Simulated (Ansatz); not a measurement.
**Eigenvalues along a path: Li (sc type)**

```yaml
crystal:
  lattice:
    - [2.16647, 0.00000, 0.00000]
    - [0.00000, 2.16647, 0.00000]
    - [0.00000, 0.00000, 2.16647]
  atoms:
    - { symbol: Li, position: [0.00000, 0.00000, 0.00000] }
```

The cell comes from a relaxation on PAW files under the same functional, begun from a prototype that needn't be the stable phase.

Computed with Ansatz 0.2.0; functional PBE, scalar-relativistic. Settings: a Γ-centred 14×14×14 k mesh, Fermi–Dirac smearing of 0.05 eV, no spin polarisation. Methods: PAW: frozen-core files, cutoff 420 eV.

This run: volume at 0.5 of the series' base cell.

Path points, in fractions of the reciprocal vectors: Γ (0.000, 0.000, 0.000), X (0.000, 0.500, 0.000), M (0.500, 0.500, 0.000), R (0.500, 0.500, 0.500). The distance column jumps between branches of the path. Levels in eV from the Fermi level; bands 2 to 4, counted from the lowest band of the run. The gap is zero, the pressure 26.9 GPa.

```
# k(1/Å) point b2 b3 b4
0.000 Γ -4.03 19.17 19.17
0.181 - -3.97 17.28 19.28
0.363 - -3.79 14.63 19.62
0.544 - -3.49 12.16 20.18
0.725 - -3.09 9.97 20.94
0.906 - -2.62 8.11 21.87
1.088 - -2.14 6.63 22.89
1.269 - -1.74 5.65 23.83
1.450 X -1.59 5.29 24.25
1.631 - -1.46 5.29 23.17
1.813 - -1.10 5.27 21.36
1.994 - -0.49 5.22 19.69
2.175 - 0.35 5.15 16.64
2.356 - 1.43 5.06 13.85
2.538 - 2.70 4.96 11.34
2.719 - 4.05 4.89 9.25
2.900 M 4.86 4.86 8.19
3.157 - 3.38 5.11 9.95
3.413 - 1.30 5.85 12.48
3.669 - -0.46 7.08 14.05
3.926 - -1.84 8.81 14.93
4.182 - -2.84 11.01 15.77
4.438 - -3.52 13.68 16.85
4.695 - -3.91 16.74 18.20
4.951 Γ -4.03 19.17 19.17
5.265 - -3.84 16.86 16.86
5.579 - -3.24 14.15 14.15
5.893 - -2.13 12.07 12.07
6.207 - -0.43 10.69 10.69
6.521 - 1.95 9.99 9.99
6.835 - 5.01 9.95 9.95
7.149 - 8.53 10.40 10.40
7.463 R 10.78 10.78 10.78
7.719 - 9.47 9.73 11.02
7.975 - 6.92 8.13 11.75
8.232 - 4.42 6.84 12.97
8.488 - 2.29 5.98 14.66
8.744 - 0.60 5.50 16.82
9.001 - -0.61 5.32 19.41
9.257 - -1.34 5.29 22.29
9.513 X -1.59 5.29 24.25
11.564 R 10.78 10.78 10.78
11.745 - 10.16 10.16 10.92
11.927 - 8.97 8.97 11.36
12.108 - 7.78 7.78 11.29
12.289 - 6.75 6.75 10.18
12.470 - 5.93 5.93 9.31
12.652 - 5.34 5.34 8.69
12.833 - 4.98 4.98 8.32
13.014 M 4.86 4.86 8.19
```
